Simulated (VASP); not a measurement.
# ZnO (P6_3mc) in VASP: notebook

One crystal, ZnO, is run at these levels: PBE; tasks: relaxation of cell and atoms.

All numbers are computed with VASP 6.6.1; they aren't measurements. Logs are shortened: lines on timing, memory, paths and dates and some standing lists are left out, and cuts for length are marked.

### Step 1. The crystal as given

Symmetry: P6_3mc, No. 186, hexagonal system. The conventional cell has a = 3.249 Å, b = 3.249 Å, c = 5.206 Å, α = 90.00°, β = 90.00°, γ = 120.00°. Zn (site symmetry 3m) has 4 O at 1.97 to 1.98 Å as nearest neighbours. O (site symmetry 3m) is surrounded by 4 Zn at 1.97 to 1.98 Å.

### Step 2. Relaxation of cell and atoms, PBE

The input, INCAR:

```
PREC     = Accurate       # precision mode
ENCUT    = 520            # plane-wave cutoff, eV
EDIFF    = 1E-7           # SCF threshold, eV
ISMEAR   = 0              # smearing method
SIGMA    = 0.02           # smearing width, eV
LREAL    = F              # projectors in reciprocal space
LASPH    = T              # aspherical terms in the spheres
NELM     = 60             # most SCF steps
ALGO     = Fast           # electronic algorithm
ISIF     = 3              # what is computed and relaxed
LWAVE    = F              # write WAVECAR
LCHARG   = F              # write CHGCAR
GGA      = PE             # functional
IBRION   = 2              # ionic algorithm
NSW      = 80             # ionic steps
EDIFFG   = -0.002         # ionic threshold
```

The input, KPOINTS:

```
regular mesh
0
Gamma
  3 3 1
```

The input, POSCAR:

```
ZnO
1.0
    3.2493080000      0.0000000000      0.0000000000
   -1.6246540000      2.8139832700      0.0000000000
    0.0000000000      0.0000000000      5.2057090000
Zn O
2 2
Direct
    0.3333333300      0.6666666700      0.5000000000
    0.6666666700      0.3333333300      0.0000000000
    0.6666666700      0.3333333300      0.3790100000
    0.3333333300      0.6666666700      0.8790100000
```

Potentials or basis: VASP PAW PBE potentials, release 64 (Zn, O).

On the command line:

```console
$ cat potpaw_PBE.64/Zn/POTCAR potpaw_PBE.64/O/POTCAR > POTCAR
$ mpirun -np 1 vasp_std > vasp.out
```

OUTCAR:

```text
PREC = Accurate
   ENCUT = 520
   EDIFF = 1E-7
   ISMEAR = 0
   LREAL = F
   LASPH = T
   NELM = 60
   ISIF = 3
   GGA = PE
   IBRION = 2
   NSW = 80
   EDIFFG = -0.002

 ion  position               nearest neighbor table
   1  0.333  0.667  0.500-   4 1.97   3 1.98   3 1.98   3 1.98
   2  0.667  0.333  0.000-   3 1.97   4 1.98   4 1.98   4 1.98
   3  0.667  0.333  0.379-   2 1.97   1 1.98   1 1.98   1 1.98
   4  0.333  0.667  0.879-   1 1.97   2 1.98   2 1.98   2 1.98

  LATTYP: Found a hexagonal cell.
 ALAT       =     3.2493080000
 C/A-ratio  =     1.6020977390

  Lattice vectors:

 A1 = (   3.2493080000,   0.0000000000,   0.0000000000)
 A2 = (  -1.6246540000,   2.8139832700,   0.0000000000)
 A3 = (   0.0000000000,   0.0000000000,   5.2057090000)

Analysis of symmetry for initial positions (statically):
=====================================================================
 Subroutine PRICEL returns:
 Original cell was already a primitive cell.

 Routine SETGRP: Setting up the symmetry group for a
 hexagonal supercell.

 Subroutine GETGRP returns: Found 12 space group operations
 (whereof  6 operations were pure point group operations)
 out of a pool of 24 trial point group operations.

The static configuration has the point symmetry C_3v.
 The point group associated with its full space group is C_6v.

Analysis of symmetry for dynamics (positions and initial velocities):
=====================================================================
 Subroutine PRICEL returns:
 Original cell was already a primitive cell.

 Routine SETGRP: Setting up the symmetry group for a
 hexagonal supercell.

 Subroutine GETGRP returns: Found 12 space group operations
 (whereof  6 operations were pure point group operations)
 out of a pool of 24 trial point group operations.

The dynamic configuration has the point symmetry C_3v.
 The point group associated with its full space group is C_6v.

 Subroutine INISYM returns: Found 12 space group operations
 (whereof  6 operations are pure point group operations),
 and found     1 'primitive' translations

----------------------------------------------------------------------------------------

                                     Primitive cell

  volume of cell :      47.5984

  direct lattice vectors                    reciprocal lattice vectors
     3.249308000  0.000000000  0.000000000     0.307757836  0.177684070  0.000000000
    -1.624654000  2.813983270  0.000000000     0.000000000  0.355368140  0.000000000
     0.000000000  0.000000000  5.205709000     0.000000000  0.000000000  0.192096792

  length of vectors
     3.249308000  3.249307998  5.205709000     0.355368140  0.355368140  0.192096792

  position of ions in fractional coordinates (direct lattice)
     0.333333330  0.666666670  0.500000000
     0.666666670  0.333333330  0.000000000
     0.666666670  0.333333330  0.379010000
     0.333333330  0.666666670  0.879010000

  ion indices of the primitive-cell ions
   primitive index   ion index
                 1           1
                 2           2
                 3           3
                 4           4

----------------------------------------------------------------------------------------

 KPOINTS: regular mesh

Automatic generation of k-mesh.
 Grid dimensions read from file:
 generate k-points for:    3    3    1

 Generating k-lattice:

  Cartesian coordinates                     Fractional coordinates (reciprocal lattice)
     0.102585945  0.059228023  0.000000000     0.333333333  0.000000000  0.000000000
     0.000000000  0.118456047  0.000000000     0.000000000  0.333333333  0.000000000
     0.000000000  0.000000000  0.192096792     0.000000000  0.000000000  1.000000000

  Length of vectors
     0.118456047  0.118456047  0.192096792

  Shift w.r.t. Gamma in fractional coordinates (k-lattice)
     0.000000000  0.000000000  0.000000000

 Subroutine IBZKPT returns following result:
 ===========================================

 Found      3 irreducible k-points:

 Following reciprocal coordinates:
            Coordinates               Weight
  0.000000  0.000000  0.000000      1.000000
  0.333333  0.000000  0.000000      6.000000
  0.333333  0.333333  0.000000      2.000000
   k-points           NKPTS =      3   k-points in BZ     NKDIM =      3   number of bands    NBANDS=     22
   number of dos      NEDOS =    301   number of ions     NIONS =      4
   total plane-waves  NPLWV =  23040
   dimension x,y,z NGX =    24 NGY =   24 NGZ =   40
   dimension x,y,z NGXF=    48 NGYF=   48 NGZF=   80
   ions per type =               2   2
   NGX,Y,Z   is equivalent  to a cutoff of  12.28, 12.28, 12.77 a.u.
   NGXF,Y,Z  is equivalent  to a cutoff of  24.56, 24.56, 25.55 a.u.
 SYSTEM =  unknown system
   PREC   = accura    normal or accurate (medium, high low for compatibility)
   ISTART =      0    job   : 0-new  1-cont  2-samecut
   ICHARG =      2    charge: 1-file 2-atom 10-const
   ISPIN  =      1    spin polarized calculation?
   LNONCOLLINEAR =      F non collinear calculations
   LSORBIT =      F    spin-orbit coupling
   LASPH  =      T    aspherical Exc in radial PAW
   ENCUT  =  520.0 eV  38.22 Ry    6.18 a.u.   6.04  6.04  9.68*2*pi/ulx,y,z
   NELM   =     60;   NELMIN=  2; NELMDL= -5     # of ELM steps
   EDIFF  = 0.1E-06   stopping-criterion for ELM
   LREAL  =      F    real-space projection
   EDIFFG = -.2E-02   stopping-criterion for IOM
   NSW    =     80    number of steps for IOM
   IBRION =      2    ionic relax: 0-MD 1-quasi-New 2-CG
   NFREE  =      1    steps in history (QN), initial steepest desc. (CG)
   ISIF   =      3    stress and relaxation
   ISYM   =      2    0-nonsym 1-usesym 2-fastsym
   POTIM  = 0.5000    time-step for ionic-motion
   TEBEG  =    0.0;   TEEND  =   0.0 temperature during run
   PSTRESS=    0.0 pullay stress
   NELECT =      36.0000    total number of electrons
   NUPDOWN=      -1.0000    fix difference up-down
   EMIN   =  10.00;   EMAX   =-10.00  energy-range for DOS
   EFERMI =   0.00;   METHOD = LEGACY
   ISMEAR =     0;   SIGMA  =   0.02  broadening in eV -4-tet -1-fermi 0-gaus
   EFERMI_NEDOS =   21; number of points for ismear=-14 and -15
   IALGO  =     68    algorithm
   IMIX   =      4    mixing-type and parameters
     AMIX     =   0.40;   BMIX     =  1.00
     AMIX_MAG =   1.60;   BMIX_MAG =  1.00
  volume/ion in A,a.u.               =      11.90        80.30
  Fermi-wavevector in a.u.,A,eV,Ry     =   1.491574  2.818667 30.270160  2.224794
  Thomas-Fermi vector in A             =   2.604212
   LORBIT       =      0    0 simple, 1 ext, 2 COOP (PROOUT), +10 PAW based schemes
   GGA     = PE    functional components
   LHFCALC =     F    Hartree Fock is set to
   AEXX    =    0.0000 exact exchange contribution
   IVDW    =     0    specifies the selected vdW correction
   LEPSILON=     F    determine dielectric tensor
   LRPA    =     F    only Hartree local field effects (RPA)
 conjugate gradient relaxation of ions
 non-spin polarized calculation
 RMM-DIIS sequential band-by-band and
 Gauss-broadening in eV      SIGMA  =   0.02
  energy-cutoff  :      520.00
  volume of cell :       47.60
 maximum number of plane-waves:      1290
   NGX = 13   NGY = 13   NGZ = 19

--------------------------------------- Ionic step        1  -------------------------------------------

 number of electron      36.0000017 magnetization

 Free energy of the ion-electron system (eV)
  ---------------------------------------------------
  ext. energy  EPLUGINS =         0.00000000
  ---------------------------------------------------
  free energy    TOTEN  =       -17.95041679 eV

  energy without entropy =      -17.95041679  energy(sigma->0) =      -17.95041679

------------------------ aborting loop because EDIFF is reached ----------------------------------------

  FORCE on cell =-STRESS in cart. coord.  units (eV):
  Direction    XX          YY          ZZ          XY          YZ          ZX
  --------------------------------------------------------------------------------------
  -------------------------------------------------------------------------------------
  Total        2.0561132      2.0561132     -0.2727128      0.0000000      0.0000000     -0.0000000
  in kB       69.2094375     69.2094373     -9.1796001      0.0000000      0.0000000     -0.0000000
  external PRESSURE =      43.0797582 kB  Pullay stress =       0.0000000 kB
[... 95 lines left out ...]
  FREE ENERGIE OF THE ION-ELECTRON SYSTEM (eV)
  ---------------------------------------------------
  free  energy   TOTEN  =       -18.0039738468 eV

  energy  without entropy=      -18.0039738468  energy(sigma->0) =      -18.00397385

[... ionic steps 4 to 32 ...]

--------------------------------------- Ionic step       33  -------------------------------------------

 number of electron      36.0000035 magnetization

------------------------ aborting loop because EDIFF is reached ----------------------------------------

  FORCE on cell =-STRESS in cart. coord.  units (eV):
  Direction    XX          YY          ZZ          XY          YZ          ZX
  --------------------------------------------------------------------------------------
  -------------------------------------------------------------------------------------
  Total       -0.0126649     -0.0126649     -0.0013598      0.0000000      0.0000000      0.0000000
  in kB       -0.4460978     -0.4460978     -0.0478960      0.0000000      0.0000000      0.0000000
  external PRESSURE =      -0.3133639 kB  Pullay stress =       0.0000000 kB
[... 61 lines left out ...]
  energy  without entropy=      -18.2110057033  energy(sigma->0) =      -18.21100570

--------------------------------------- Ionic step       35  -------------------------------------------

 number of electron      36.0000034 magnetization

 Free energy of the ion-electron system (eV)
  ---------------------------------------------------
  ext. energy  EPLUGINS =         0.00000000
  ---------------------------------------------------
  free energy    TOTEN  =       -18.21100593 eV

  energy without entropy =      -18.21100593  energy(sigma->0) =      -18.21100593

 E-fermi :   1.4189     XC(G=0): -11.1778

 val. band max:        1.2784401045   @ k =   0.0000   0.0000   0.0000
 cond. band min:       2.4227636728   @ k =   0.0000   0.0000   0.0000
 fundamental gap:      1.1443235683
 Fermi energy:         1.4188914098

 k-point     1 :       0.0000    0.0000    0.0000
  band No.  band energies     occupation
      1     -16.6779      2.00000
      2     -15.4615      2.00000
      3      -4.3981      2.00000
      4      -4.3981      2.00000
      5      -4.2789      2.00000
      6      -4.2789      2.00000
[... 14 lines left out ...]
     21      11.5719      0.00000
     22      12.7677      0.00000

 k-point     2 :       0.3333    0.0000    0.0000
  band No.  band energies     occupation
      1     -16.1946      2.00000
      2     -15.4812      2.00000
      3      -4.5339      2.00000
      4      -4.0886      2.00000
      5      -3.9644      2.00000
      6      -3.8287      2.00000
[... 14 lines left out ...]
     21       9.6570      0.00000
     22      11.2944      0.00000

 k-point     3 :       0.3333    0.3333    0.0000
  band No.  band energies     occupation
      1     -15.7200      2.00000
      2     -15.7200      2.00000
      3      -3.8845      2.00000
      4      -3.8845      2.00000
      5      -3.7106      2.00000
      6      -3.7106      2.00000
[... 14 lines left out ...]
     21       9.2650      0.00000
     22      11.7622      0.00000
[... 29 lines left out ...]
  FREE ENERGIE OF THE ION-ELECTRON SYSTEM (eV)
  ---------------------------------------------------
  free  energy   TOTEN  =       -18.2110059283 eV

  energy  without entropy=      -18.2110059283  energy(sigma->0) =      -18.21100593

 reached required accuracy - stopping structural energy minimisation
```

Wall time 1.8 min (1 thread of Intel Xeon Platinum 8488C (Sapphire Rapids), shared host); peak memory 0.14 GiB.

Results:

| Property | Result |
| --- | --- |
| Free energy | -18.2110 eV |
| Relaxed volume | 11.37 Å³/atom |
| Relaxed cell | a = 3.440 Å, b = 3.440 Å, c = 4.438 Å, α = 90.00°, β = 90.00°, γ = 120.00° |
| Space group after relaxing (to 0.05 Å) | P6_3/mmc (No. 194) |
| Energy gained by relaxing | 65.1 meV/atom |
| Ionic steps | 35 |
| Pressure after relaxing | 0.0 GPa |
| Band gap on the k mesh | 1.14 eV, direct |

Step by step:
```csv
step,energy change (eV),largest force (eV/Å),pressure (GPa),volume (Å³)
1,0.0000,0.2400,4.31,47.60
2,-0.0535,0.2890,-2.40,49.82
3,-0.0536,0.2885,-2.17,49.73
4,-0.0886,0.2810,-1.64,49.32
5,-0.1499,0.3471,-0.48,48.01
6,-0.1100,0.7850,3.67,45.04
7,-0.1481,0.5890,1.19,46.68
8,-0.1688,0.4908,0.73,46.57
9,-0.2131,0.2877,-0.34,46.24
10,-0.2511,0.0617,-0.62,45.56
11,-0.2511,0.0731,-0.71,45.59
12,-0.2552,0.0749,-0.11,45.47
13,-0.2565,0.0738,0.50,45.36
14,-0.2575,0.0630,0.05,45.49
15,-0.2580,0.0505,-0.48,45.65
16,-0.2587,0.0425,-0.14,45.57
17,-0.2591,0.0320,0.32,45.45
18,-0.2595,0.0245,0.20,45.46
19,-0.2603,0.0030,-0.01,45.52
20,-0.2603,0.0025,-0.08,45.53
21,-0.2606,0.0029,0.02,45.49
22,-0.2606,0.0031,0.08,45.47
23,-0.2606,0.0027,-0.16,45.51
24,-0.2606,0.0030,-0.03,45.48
25,-0.2606,0.0031,0.00,45.48
26,-0.2606,0.0029,-0.01,45.48
27,-0.2606,0.0028,-0.02,45.48
28,-0.2606,0.0024,0.01,45.48
29,-0.2606,0.0019,0.01,45.48
30,-0.2606,0.0013,-0.08,45.49
31,-0.2606,0.0020,-0.01,45.49
32,-0.2606,0.0012,-0.03,45.49
33,-0.2606,0.0015,-0.03,45.49
34,-0.2606,0.0013,0.04,45.47
35,-0.2606,0.0014,-0.02,45.48
```

Final structure:
```
Zn O
1.0
     3.43992    0.00000    0.00000
    -1.71996    2.97906    0.00000
     0.00000    0.00000    4.43765
Zn O
2 2
Direct
  0.33333 0.66667 0.43935
  0.66667 0.33333 0.93935
  0.66667 0.33333 0.43966
  0.33333 0.66667 0.93966
```

Caveat: the k mesh is coarse (spacing up to 1.21 Å⁻¹), so the values aren't converged. Expect the measured gap to be larger: semilocal functionals such as PBE lack the derivative discontinuity.

### Step 3. Relaxation of cell and atoms, PBE

This run uses another cell than the first one, of 11.37 Å³/atom, 0.955 times its volume.

INCAR is that of step 2.

KPOINTS is that of step 2.

The input, POSCAR:

```
ZnO                                     
1.0
    3.4399238692     -0.0000000000     -0.0000000000
   -1.7199619346      2.9790614546     -0.0000000000
    0.0000000000      0.0000000000      4.4376477695
  Zn              O             
     2     2
Direct
     0.3333333300000021    0.6666666699999979    0.4393466606101181
     0.6666666699999979    0.3333333300000021    0.9393466606101181
     0.6666666699999979    0.3333333300000021    0.4396633393898828
     0.3333333300000021    0.6666666699999979    0.9396633393898829
```

Potentials or basis: VASP PAW PBE potentials, release 64 (Zn, O).

On the command line:

```console
$ cat potpaw_PBE.64/Zn/POTCAR potpaw_PBE.64/O/POTCAR > POTCAR
$ mpirun -np 1 vasp_std > vasp.out
```

Run time: 23 s. Hardware: 1 thread of Intel Xeon Platinum 8488C (Sapphire Rapids), shared host; peak memory 0.16 GiB.

Results (log left out):

| Item | Value |
| --- | --- |
| Free energy | -18.2109 eV |
| Relaxed volume | 11.39 Å³/atom |
| Relaxed cell | a = 3.443 Å, b = 3.443 Å, c = 4.437 Å, α = 90.00°, β = 90.00°, γ = 120.00° |
| Space group after relaxing (to 0.05 Å) | P6_3/mmc (No. 194) |
| Energy gained by relaxing | 0.0 meV/atom |
| Ionic steps | 7 |
| Pressure after relaxing | 0.0 GPa |
| Band gap on the k mesh | 1.14 eV, direct |

Final structure:
```
CELL_PARAMETERS angstrom
3.44306 0.00000 0.00000
-1.72153 2.98178 0.00000
0.00000 0.00000 4.43706
ATOMIC_POSITIONS crystal
Zn 0.33333 0.66667 0.43940
Zn 0.66667 0.33333 0.93940
O 0.66667 0.33333 0.43961
O 0.33333 0.66667 0.93961
```

Levels at points of the mesh, in eV from the valence-band top:
| k point | band 15 | band 16 | band 17 | band 18 | band 19 | band 20 | band 21 | band 22 |
| --- | --- | --- | --- | --- | --- | --- | --- | --- |
| (0.00, 0.00, 0.00) | -0.79 | -0.72 | 0.00 | 0.00 | 1.14 | 5.07 | 10.30 | 11.48 |

Caveat: the k mesh is coarse (spacing up to 1.42 Å⁻¹), so the values aren't converged. Expect the measured gap to be larger: semilocal functionals such as PBE lack the derivative discontinuity.
